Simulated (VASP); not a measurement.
**AlN: relaxation of cell and atoms with PBEsol**

AlN:

```
CELL_PARAMETERS angstrom
3.11300 0.00000 0.00000
-1.55650 2.69594 0.00000
0.00000 0.00000 4.98100
ATOMIC_POSITIONS crystal
Al 0.33333 0.66667 0.00000
Al 0.66667 0.33333 0.50000
N 0.33333 0.66667 0.38000
N 0.66667 0.33333 0.88000
```

```
Program                : VASP 6.6.1
Task                   : relaxation of cell and atoms
Functional             : PBEsol
Potentials or basis    : VASP PAW PBE potentials, release 64 (Al, N)
Cutoff                 : 600 eV
k mesh                 : 10 × 10 × 6
Occupations            : gaussian, width 0.05 eV
Spin                   : no spin polarisation
Dipole correction      : no
Further INCAR settings : ALGO = Normal; EDIFF = 1e-06; IBRION = 2; EDIFFG = -0.01; NSW = 80; ISIF = 3
```

| Item | Value |
| --- | --- |
| Relaxed volume | 10.45 Å³/atom |
| Relaxed cell | a = 3.113 Å, b = 3.113 Å, c = 4.981 Å, α = 90.00°, β = 90.00°, γ = 120.00° |
| Space group after relaxing (to 0.05 Å) | P6_3mc (No. 186) |
| Energy gained by relaxing | 0.3 meV/atom |
| Ionic steps | 6 |
| Pressure after relaxing | 0.1 GPa |
| Band gap on the k mesh | 4.12 eV, direct |

The path:
```tsv
step	energy change (eV)	largest force (eV/Å)	pressure (GPa)	volume (Å³)
1	0.0000	0.1321	0.04	41.80
2	-0.0003	0.0871	0.02	41.82
3	-0.0012	0.0143	0.05	41.81
4	-0.0013	0.0063	-0.05	41.83
5	-0.0013	0.0013	-0.12	41.84
6	-0.0013	0.0005	0.09	41.79
```

Final structure:
```yaml
crystal:
  lattice:
    - [3.11270, 0.00000, 0.00000]
    - [-1.55635, 2.69568, 0.00000]
    - [0.00000, 0.00000, 4.98090]
  atoms:
    - { symbol: Al, position: [0.33333, 0.66667, 0.99899] }
    - { symbol: Al, position: [0.66667, 0.33333, 0.49899] }
    - { symbol: N, position: [0.33333, 0.66667, 0.38101] }
    - { symbol: N, position: [0.66667, 0.33333, 0.88101] }
```

Levels at points of the mesh, in eV from the valence-band top:
```
           k point  band 5  band 6  band 7  band 8  band 9  band 10  band 11  band 12
(0.00, 0.00, 0.00)   -0.88   -0.23   -0.23    0.00    4.12     6.55    10.50    11.02
(0.50, 0.00, 0.00)   -3.38   -2.12   -1.81   -0.70    5.67     5.68     8.08    10.16
(0.00, 0.00, 0.50)   -0.56   -0.56   -0.56   -0.56    6.37     6.37    10.21    10.21
(0.50, 0.00, 0.50)   -1.49   -1.49   -1.38   -1.38    5.17     5.17     9.13     9.13
```

Wall time 61 s on 1 thread of Intel(R) Xeon(R) Platinum 8488C (Sapphire Rapids) (shared host), peak memory 0.19 GiB.

Caveat: the PAW data sets were made with another functional, which shifts forces and pressure a little. A k mesh can miss the band edges.
